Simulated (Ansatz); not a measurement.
## Electric field gradients in GaP under strain

The cell is a COD entry, relaxed with PBE at fixed cell and then changed (z stretched by 3 %, ions relaxed).

```
Ga P
1.0
     0.00000    2.72525    2.80701
     2.72525    0.00000    2.80701
     2.72525    2.72525    0.00000
Ga P
1 1
Direct
  0.00000 0.00000 0.00000
  0.25000 0.25000 0.25000
```

Atoms are numbered from 1 in the order listed; like atoms form one site, named after its first atom.

The numbers come from a DFT calculation in Ansatz (PBE, plane waves and PAW, scalar-relativistic, 420 eV cutoff, Γ-centred 14×14×14 k-points, Fermi–Dirac smearing 0.02 eV).

C_Q = eQV_zz/h, which is 24.18 MHz for Q = 1 b and V_zz = 10²¹ V/m²; η = (V_xx − V_yy)/V_zz.

Ga-69: I = 3/2, Q = 171.0 mb. Quadrupole moments are those of Pyykkö's year-2017 table.

Problem. Give the quadrupolar parameters of the distinct sites.

Solution. 

| site | atoms (order as listed) | first shell | V_xx, V_yy, V_zz (10²¹ V/m²) | η | C_Q (MHz) |
| --- | --- | --- | --- | --- | --- |
| Ga | 1 | 4 P at 2.38 Å | 0.29, 0.29, -0.58 | 0.00 | -2.39 |
| P | 2 | 4 Ga at 2.38 Å | -0.19, -0.19, 0.39 | 0.00 | – |

An axis of threefold or higher order runs through Ga and P, so V_zz lies along it and η is zero.

P has no stable isotope with a ground-state quadrupole moment in the table, so no C_Q is given.
